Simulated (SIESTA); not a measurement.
The system is Ge.

```
CELL_PARAMETERS angstrom
0.00000 2.82891 2.82891
2.82891 0.00000 2.82891
2.82891 2.82891 0.00000
ATOMIC_POSITIONS crystal
Ge 0.75000 0.75000 0.75000
Ge 0.50000 0.50000 0.50000
```

| Item | Value |
| --- | --- |
| Program | SIESTA 5.4.2 |
| Task | relaxation of cell and atoms |
| Functional | PBE |
| Potentials or basis | PseudoDojo 0.4 standard (PBE files) |
| Basis | SZ (energy shift 0.002 Ry) |
| Grid cutoff | 800 Ry |
| Energy shift | 0.002 Ry |
| k mesh | 8 × 8 × 8 |
| Occupations | fermi-dirac, width 0.05 eV |
| Spin | no spin polarisation |

At the start: pressure 9.7 GPa; volume 22.64 Å³/atom.

How do energy, volume and symmetry change on relaxing?

Over 5 steps the energy falls by 91.5 meV/atom and the volume is 26.12 Å³/atom (+15.4 %); space group Fd-3m (No. 227, to 0.05 Å).

The path:
```csv
step,energy change (eV),largest force (eV/Å),pressure (GPa),volume (Å³)
1,0.0000,0.0000,9.68,45.28
2,-0.0179,0.0001,9.04,45.58
3,-0.1756,0.0001,1.69,50.64
4,-0.1830,0.0001,0.10,52.13
5,-0.1830,0.0000,0.02,52.24
```

Final structure:
```xyz
2
Lattice="0.0002 2.9671 2.9671 2.9671 0.0002 2.9671 2.9671 2.9671 0.0002" Properties=species:S:1:pos:R:3 pbc="T T T"
Ge    4.4508    4.4508    4.4508
Ge    2.9672    2.9672    2.9672
```

Caveat: the basis has no polarisation orbitals; the volume moved by over 15 % at a fixed basis, so the end points are rough; the volume moved by +15 % from the deposited cell, more than functionals usually miss; the basis of atomic orbitals isn't converged, which shifts pressures, moduli and gaps.
